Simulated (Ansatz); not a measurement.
# Au (Im-3m) in Ansatz: notebook

One crystal, Au, is run at these levels: HSE06, HSE03, HSEsol; tasks: band structure.

All numbers are computed with Ansatz 0.2.0; they aren't measurements. Logs are shortened: lines on timing, memory, paths and dates and some standing lists are left out, and cuts for length are marked.

**1. The crystal as given**

The structure is cubic, space group Im-3m (No. 229). Conventional cell: a = 3.315 Å, b = 3.315 Å, c = 3.315 Å, α = 90.00°, β = 90.00°, γ = 90.00°. Au (site symmetry m-3m) is surrounded by 8 Au at 2.87 Å.

This isn't the form of Au at room conditions, which is fcc.

**2. Band structure, HSE06**

File input:

```
crystal:
  lattice:
    - [-1.657269, 1.657269, 1.657269]
    - [1.657269, -1.657269, 1.657269]
    - [1.657269, 1.657269, -1.657269]
  atoms:
    - { symbol: Au, position: [0.0, 0.0, 0.0] }
hamiltonian:
  xc: hse06
  pseudopotentials: { kind: paw }
kpoints:
  mp_grid: { grid: [6, 6, 6] }
  band_path:
    path:
      - [[0.0, 0.0, 0.0], [0.5, -0.5, 0.5], [0.0, 0.0, 0.5], [0.0, 0.0, 0.0], [0.25, 0.25, 0.25], [0.5, -0.5, 0.5]]
      - [[0.25, 0.25, 0.25], [0.0, 0.0, 0.5]]
    npoints: 4
scf:
  occupations: { method: fermi_dirac, width: 0.05 }
  n_extra_bands: 6
output:
  forces: true
  stress: true
  eigenvalues: true
  fatbands: false
```

Potentials or basis: Ansatz PAW.

The program printed:

```text
Warning: output.stress: scf.convergence.dr2_threshold = 1e-7 eV (the SCF's general default) is looser than the 1e-10 eV advised for a printed stress (1e-10 eV for each atom of the cell: 1). What an SCF threshold leaves in a stress goes as its square root, and in the free energy as the threshold itself, and one threshold admits the most on a small cell: of the crystals measured, under no hybrid functional and no lock of the moments, on runs that ended without the residual-converged pass, on stresses that held no estimate of that error, the worst erred by over 100 MPa in a component at 1e-7 eV an atom and by under 5 at 1e-10. Set scf.convergence.dr2_threshold to 1e-10 eV or tighter. The threshold is an SCF's pass mark: one that does not reach it within its budget of iterations ends unconverged, or closes short of it on a stop that the run arms, and scf.convergence.dr2_threshold's page says what that costs each kind of run
Warning: output.stress: scf.exx.energy_threshold = 1e-6 eV is looser than the 1e-8 eV advised for a stress under a hybrid functional (1e-8 eV for each atom of the cell: 1). Every SCF of the exchange loop can meet its threshold on dr2 while the loop round them stops early: no threshold on dr2 bounds what that leaves in the stress. Set scf.exx.energy_threshold to 1e-8 eV or tighter. The threshold is the loop's pass mark: a loop that does not reach it within its budget of cycles ends unconverged, and scf.exx.energy_threshold's page has the law
scf.n_extra_bands = 6 over 10 filled bands (N_el = 19.0): the run solves 16 bands
GPUs: using 1 of 1 available (devices: 1).
Engine: ansatz 0.2.0, x86_64-unknown-linux-gnu
Pseudopotentials: kind: paw
Pseudopotential: Au, paw, valence charge 19, recommended cutoff 420 eV (normal), Au.paw.azcp
Functional definition: HSE06
  parameter a = 0.25
  parameter omega = 0.11/bohr
  exchange = pbe_x - a*pbe_x_sr(omega) + a*exact_x_sr(omega)
  correlation = pbe_c
device memory: the entry about to start is reckoned to put 0.4 GiB on a device that reports 53.8 GiB free (of which the cap on the GPU budget leaves the run 18.0 GiB)
GPU FFT provider: cuFFT
GPU libraries: cuBLAS 13.8.2, cuFFT 12.4.0, cuSOLVER 12.3.4
Crystal: 1 atoms, lattice volume = 18.207 Å³
Basis set: ecut = 420 eV, 369 PW (Γ), exchange–correlation on 40×40×40 points (8 copies of the dense FFT grid, shifted against one another)
Bands: 16, of which v1, the nominal top of the filled ones, is band 10 counted from 1 (9 counted from 0)
Symmetry: 48 space group operations
Space group: Im-3m (ITA 229), of the structure as read, at distance tolerance 2.6e-5 Å
k-points: 16 of 216
Non-local potential: Au, projectors of the file, l = 0: 3, l = 1: 2, l = 2: 2, l = 3: 1
PAW form: soft (Blöchl's): semilocal exchange-correlation on the pseudo side does not see the compensation charge
PAW frozen core: Au, regenerated for the run's functional, and the local potential with it (the file was generated under x = pbe(κ = 0.804, μ = 0.2195149727645171), c = pbe(β = 0.06672455060314922))
PAW one-centre angular grid: Au, 590 points (default); XC on 64 Gauss nodes
Initial density: superposition of atomic densities (neutral atoms: chi_scale 0, normalization atom), corrected by the library's trained network
Initial wavefunctions: pseudopotential atomic-orbital guess
GPU buffer pool allocated for 8000 grid points (all kernels)
GPU transforms: local potential and band sums: pruned to the plane-wave sphere, on 20×20×20
Functional: x = pbe(κ = 0.804, μ = 0.2195149727645171), c = pbe(β = 0.06672455060314922), warm-up for x = pbe(κ = 0.804, μ = 0.2195149727645171) + 0.25 (exact − pbe) at short range (hse, ω = 0.20786987370883472 Å⁻¹), c = pbe(β = 0.06672455060314922); HSE06 as pw.x's `hse` composes it (authors' and Libxc's form: `xc: wpbeh`)
SCF iter   1: F=—  HF=-13149.229594 eV  |F-HF|=—  |Δ(HF+E_count)|=         —  Δρ=7.48e-3  dr2=8.88e-3  ethr=1.77e-3  ⟨swp⟩=7.2  Hψ=1144  notcnv=0
preconditioner: auto → none  [insulator: Δε(μ)=0.133 eV  Ē_g=18.809 eV  σ=0.050 eV  W_gap=0.58  n_scr=12 (ndim 8)  ℏωp=28.9 eV  f_vac=0.000  D(μ)=1.81/eV (n_scr^D=18)]
iter 2 solved again at ethr=4.12e-6 eV; its pass at ethr=4.67e-5 eV (dr2=7.83e-4 eV) is discarded
SCF iter   2: F=—  HF=-13149.227240 eV  |F-HF|=—  |Δ(HF+E_count)|=   2.35e-3  Δρ=2.30e-3  dr2=7.82e-4  ethr=4.12e-6  ⟨swp⟩=2.0  Hψ=1096  notcnv=0
SCF iter   3: F=—  HF=-13149.227017 eV  |F-HF|=—  |Δ(HF+E_count)|=   2.23e-4  Δρ=8.04e-4  dr2=1.87e-5  ethr=4.12e-6  ⟨swp⟩=3.0  Hψ=469  notcnv=0
SCF iter   4: F=—  HF=-13149.227048 eV  |F-HF|=—  |Δ(HF+E_count)|=   3.08e-5  Δρ=2.71e-5  dr2=4.64e-8  ethr=9.85e-8  ⟨swp⟩=2.0  Hψ=884  notcnv=0
SCF iter   5: F=-13149.227048 eV  HF=-13149.227048 eV  |F-HF|=9.80e-10  |Δ(HF+E_count)|=   6.38e-8  Δρ=3.28e-6  dr2=4.34e-10  ethr=2.44e-10  ⟨swp⟩=3.0  Hψ=500  notcnv=0
SCF 1 converged in 5 iterations: F = -13149.227048 eV  dr2 = 4.34e-10
device memory: the entry about to start is reckoned to put 1.0 GiB on a device that reports 53.7 GiB free (of which the cap on the GPU budget leaves the run 18.0 GiB)
GPU FFT provider: cuFFT
GPU libraries: cuBLAS 13.8.2, cuFFT 12.4.0, cuSOLVER 12.3.4
Initial density: handed on by an earlier stage of this run
Initial wavefunctions: those handed on with the density
GPU buffer pool allocated for 8000 grid points (all kernels)
GPU transforms: local potential and band sums: pruned to the plane-wave sphere, on 20×20×20
Functional: x = pbe(κ = 0.804, μ = 0.2195149727645171) + 0.25 (exact − pbe) at short range (hse, ω = 0.20786987370883472 Å⁻¹), c = pbe(β = 0.06672455060314922); HSE06 as pw.x's `hse` composes it (authors' and Libxc's form: `xc: wpbeh`)
Exchange kernel: α = 0.2500, screened, ω = 0.2079 Å⁻¹, Wigner–Seitz truncation, v(0) = 1037.6613 eV·Å³, q-mesh 6×6×6, nearest image of the exchange supercell L = 17.22 Å, pair-density grid 12×12×12, without the augmentation charges, whose exchange is taken in its separable form by FFT convolution over the k-point mesh (sized by the pseudopotential files, 16×16×16 at the most), smooth part of the exact exchange by density-matrix convolution in up to 908.5 MiB of GPU memory as planned if the GPU has room (build and FFT work areas not counted)
Frozen-core exchange: fock
iter 1 solved again at ethr=2.31e-4 eV; its pass at ethr=1.00e-1 eV (dr2=4.39e-2 eV) is discarded
SCF iter   1: F=—  HF=-13152.128462 eV  |F-HF|=—  |Δ(HF+E_count)|=         —  Δρ=1.54e-2  dr2=4.75e-2  ethr=2.31e-4  ⟨swp⟩=2.4  Hψ=1031  notcnv=0
preconditioner: auto → none  [insulator: Δε(μ)=0.238 eV  Ē_g=20.905 eV  σ=0.050 eV  W_gap=0.67  n_scr=12 (ndim 8)  ℏωp=28.9 eV  f_vac=0.000  D(μ)=2.04/eV (n_scr^D=18)]
SCF iter   2: F=—  HF=-13152.114020 eV  |F-HF|=—  |Δ(HF+E_count)|=   1.44e-2  Δρ=5.50e-3  dr2=4.10e-3  ethr=2.27e-4  ⟨swp⟩=3.0  Hψ=681  notcnv=0
preconditioner: auto → Kerker (q_TF=auto, 2.748 Å⁻¹)  [metal: Δε(μ)=0.065 eV  Ē_g=20.791 eV  σ=0.050 eV  W_gap=0.30  n_scr=12 (ndim 8)  ℏωp=28.9 eV  f_vac=0.000  D(μ)=2.01/eV (n_scr^D=18)]
SCF iter   3: F=—  HF=-13152.119154 eV  |F-HF|=—  |Δ(HF+E_count)|=   5.13e-3  Δρ=3.54e-3  dr2=1.35e-3  ethr=1.59e-5  ⟨swp⟩=3.1  Hψ=473  notcnv=0
SCF iter   4: F=—  HF=-13152.118883 eV  |F-HF|=—  |Δ(HF+E_count)|=   2.71e-4  Δρ=1.85e-3  dr2=3.11e-4  ethr=5.46e-6  ⟨swp⟩=2.0  Hψ=410  notcnv=0
SCF iter   5: F=—  HF=-13152.119333 eV  |F-HF|=—  |Δ(HF+E_count)|=   4.50e-4  Δρ=7.09e-4  dr2=9.27e-5  ethr=9.45e-7  ⟨swp⟩=3.0  Hψ=502  notcnv=0
SCF iter   6: F=-13152.119329 eV  HF=-13152.119331 eV  |F-HF|=2.50e-6  |Δ(HF+E_count)|=   1.79e-6  Δρ=2.01e-4  dr2=4.92e-6  ethr=4.38e-7  ⟨swp⟩=2.5  Hψ=421  notcnv=0
SCF 2 stopped early in 6 iterations: F = -13152.119329 eV  dr2 = 4.92e-6
hybrid outer 1: dexx = +7.850e-3 eV, tail = 3.81e-5 eV
GPU FFT provider: cuFFT
GPU libraries: cuBLAS 13.8.2, cuFFT 12.4.0, cuSOLVER 12.3.4
GPU buffer pool allocated for 8000 grid points (all kernels)
GPU transforms: local potential and band sums: pruned to the plane-wave sphere, on 20×20×20
Exchange kernel: α = 0.2500, screened, ω = 0.2079 Å⁻¹, Wigner–Seitz truncation, v(0) = 1037.6613 eV·Å³, q-mesh 6×6×6, nearest image of the exchange supercell L = 17.22 Å, pair-density grid 12×12×12, without the augmentation charges, whose exchange is taken in its separable form by FFT convolution over the k-point mesh (sized by the pseudopotential files, 16×16×16 at the most), smooth part of the exact exchange by density-matrix convolution in up to 908.5 MiB of GPU memory as planned if the GPU has room (build and FFT work areas not counted)
Frozen-core exchange: fock
SCF iter   1: F=—  HF=-13152.119513 eV  |F-HF|=—  |Δ(HF+E_count)|=         —  Δρ=1.19e-4  dr2=1.90e-6  ethr=1.00e-6  ⟨swp⟩=3.8  Hψ=640  notcnv=0
preconditioner: auto → none  [insulator: Δε(μ)=0.231 eV  Ē_g=20.784 eV  σ=0.050 eV  W_gap=0.68  n_scr=12 (ndim 8)  ℏωp=28.9 eV  f_vac=0.000  D(μ)=2.05/eV (n_scr^D=18)]
SCF iter   2: F=—  HF=-13152.119513 eV  |F-HF|=—  |Δ(HF+E_count)|=   3.88e-8  Δρ=3.62e-5  dr2=7.57e-8  ethr=9.44e-9  ⟨swp⟩=3.0  Hψ=521  notcnv=0
SCF iter   3: F=—  HF=-13152.119513 eV  |F-HF|=—  |Δ(HF+E_count)|=   6.02e-8  Δρ=1.89e-5  dr2=1.85e-8  ethr=3.42e-10  ⟨swp⟩=3.3  Hψ=475  notcnv=0  defer=4
SCF iter   4: F=-13152.119513 eV  HF=-13152.119513 eV  |F-HF|=9.67e-9  |Δ(HF+E_count)|=   6.21e-9  Δρ=8.14e-6  dr2=1.16e-8  ethr=9.66e-11  ⟨swp⟩=3.4  Hψ=589  notcnv=0
SCF 3 converged in 4 iterations: F = -13152.119513 eV  dr2 = 1.16e-8
  Residual-converged pass: ⟨swp⟩=2.1  Hψ=394  notcnv=0  max |occ|·‖R‖ = 2.1e-6 eV (tolerance 2.4e-6 eV)  dr2=1.16e-8  dr2_onsite=1.31e-9  max |Δocc| = 1.6e-13
hybrid outer 2: dexx = +7.312e-7 eV, tail = 3.70e-8 eV, Δε = 4.65e-3 eV (about 1.84e-4 eV left of the loop's levels)
device memory: the entry about to start is reckoned to put 0.3 GiB on a device that reports 53.8 GiB free (of which the cap on the GPU budget leaves the run 18.0 GiB)
NSCF: frozen V_eff on 26 k-points, pencils in batches of 32, up to order 72
hybrid SCF converged: 2 outer / 10 inner (+5 warm-up), last move |dexx| = 7.31e-7 eV, tail = 3.70e-8 eV
Stability not checked: this state was not tested for a lower state beside it, because the functional holds exact exchange (a hybrid, or Hartree-Fock), whose exchange loop this test does not read (fock_operator; see scf.lower_state_search)
Free energy (F): -13152.119513 eV
Frozen-core exchange: fock
Harris-Foulkes:  -13152.119513 eV  (|F-HF|=9.67e-9)
Internal energy: -13152.104312 eV  (E = F + TS)
E sigma→0 (E₀):  -13152.111913 eV
Entropy (-TS):   -0.015200 eV (-15.200 meV/atom)
Fermi energy:    18.874828 eV
--- Per-component energies (eV) ---
  E_band       = -280.221332
  E_kinetic    = 604.710340
  E_local      = -1805.661552  (includes V_loc(G=0)·N_el)
  E_nonlocal   = 76.312613
  E_hartree    = 765.207184
  E_xc         = -181.401804
  E_vxc        = -217.180851  (∫ρ·V_xc dr)
  E_exx        = -70.915400  (= α·E_x^exact, valence–valence)
  E_paw        = -9684.702163  (= ΣΔE_a)
  E_vpaw       = -326.981747  (= ΣTr[D̂ρ^β])
  E_aug_tail   = 0.001479  (compensation charges beyond the density's cutoff)
  E_ewald      = -2853.749966
  E_core_change = -1.905042  (= ΣΔE_core)
  E_smearing   = -0.015200  (= −TS)
  E_closure    = -0.000000  (closes the sum)
  Σ components = -13152.119513   (vs F -13152.119513, Δ=0.00e0)
--- Forces (eV/Å), atoms counted from 1 ---
  atom   1  Au    -0.00000000    -0.00000000    -0.00000000
  max |Σ_I F_I| component: 6.31e-30 eV/Å
--- Stress (GPa, compression-positive) ---
       -4.026222      -0.000000      -0.000000
        0.000000      -4.026222      -0.000000
        0.000000       0.000000      -4.026222
  P = ⅓ Tr σ = -4.0262 GPa (-40.262 kbar)
--- Band table (eV; the first three rows and the last of 16) ---
  k-point 0: bands = ["-91.2220", "-41.3245", "-41.3245", "-41.3245", "8.5189", "12.9879", "12.9879", "12.9879", "14.7859", "14.7859", "35.9679", "35.9679", "35.9679", "43.3692", "43.3692", "43.3692"]
  k-point 1: bands = ["-91.2194", "-41.3777", "-41.3450", "-41.3252", "9.5448", "12.7060", "13.0438", "13.6945", "14.5433", "14.8206", "34.5205", "35.5968", "37.1338", "39.3494", "40.1869", "40.3298"]
  k-point 2: bands = ["-91.2143", "-41.4852", "-41.3865", "-41.3270", "10.8829", "12.1837", "14.3898", "14.7929", "14.9341", "15.3904", "27.7404", "33.0218", "35.5007", "39.6974", "39.9191", "42.9838"]
  k-point 15: bands = ["-91.2029", "-41.4961", "-41.4961", "-41.4961", "11.0783", "11.0783", "16.0657", "16.0657", "16.0657", "25.5708", "25.5708", "25.5708", "29.0272", "34.8923", "34.8923", "44.0785"]
```

It took 30 s on 1 × NVIDIA H100 80GB HBM3 with 2 threads of AMD EPYC 7R13 (Zen 3), shared host; peak memory 1.4 GiB.

Results:

| Property | Result |
| --- | --- |
| Free energy | -13152.1195 eV |
| Pressure | -4.0 GPa |
| Band gap on the k mesh | none (metal or under the smearing width) |

Levels at the corners of the path, in eV from the Fermi level:
```
point  band 6  band 7  band 8  band 9  band 10  band 11  band 12  band 13
    Γ   -5.89   -5.89   -5.89   -4.09    -4.09    17.09    17.09    17.09
    H   -7.80   -2.81   -2.81   -2.81     6.70     6.70     6.70    10.15
    N   -6.93   -4.18   -3.86   -2.41    -0.62     3.61    12.93    14.36
    Γ   -5.89   -5.89   -5.89   -4.09    -4.09    17.09    17.09    17.09
    P   -6.28   -6.28   -3.82   -3.82     3.35     7.35     7.35     7.35
    H   -7.80   -2.81   -2.81   -2.81     6.70     6.70     6.70    10.15
    P   -6.28   -6.28   -3.82   -3.82     3.35     7.35     7.35     7.35
    N   -6.93   -4.18   -3.86   -2.41    -0.62     3.61    12.93    14.36
```

Caveat: the k mesh is coarse (spacing up to 0.45 Å⁻¹), so the values aren't converged, least of all with exact exchange; spin-orbit coupling is left out, which moves the levels of the heavy elements; the PAW data sets come from PBE, with cores solved anew for the run's functional, which leaves a small shift of forces and pressure; the thresholds are loose for stress.

**3. Band structure, HSE03**

Changes to input since step 2:

```diff
@@ -8,3 +8,3 @@
 hamiltonian:
-  xc: hse06
+  xc: { exchange: pbe, correlation: pbe, exx: { coeff: 0.25, omega: 0.3 } }
   pseudopotentials: { kind: paw }
```

Potentials or basis: Ansatz PAW.

Wall time 20 s (1 × NVIDIA H100 80GB HBM3 with 2 threads of AMD EPYC 7R13 (Zen 3), shared host); peak memory 1.4 GiB.

Results (log left out):

* Free energy: -13152.1068 eV
* Pressure: -3.8 GPa
* Band gap on the k mesh: none (metal or under the smearing width)

Levels at the corners of the path, in eV from the Fermi level:
```csv
point,band 5,band 6,band 7,band 8,band 9,band 10,band 11,band 12,band 13,band 14
Γ,-10.15,-5.72,-5.72,-5.72,-3.93,-3.93,16.96,16.96,16.96,24.32
H,-7.62,-7.62,-2.68,-2.68,-2.68,6.58,6.58,6.58,9.98,15.87
N,-7.88,-6.76,-4.03,-3.72,-2.30,-0.58,3.50,12.80,14.21,21.75
Γ,-10.15,-5.72,-5.72,-5.72,-3.93,-3.93,16.96,16.96,16.96,24.32
P,-6.11,-6.11,-6.11,-3.68,-3.68,3.23,7.23,7.23,7.23,27.04
H,-7.62,-7.62,-2.68,-2.68,-2.68,6.58,6.58,6.58,9.98,15.87
P,-6.11,-6.11,-6.11,-3.68,-3.68,3.23,7.23,7.23,7.23,27.04
N,-7.88,-6.76,-4.03,-3.72,-2.30,-0.58,3.50,12.80,14.21,21.75
```

Caveat: the k mesh is coarse (spacing up to 0.45 Å⁻¹), so the values aren't converged, least of all with exact exchange; spin-orbit coupling is left out, which moves the levels of the heavy elements; the PAW data sets come from PBE, with cores solved anew for the run's functional, which leaves a small shift of forces and pressure; the thresholds are loose for stress.

(Part 1 of 2 ends here.)
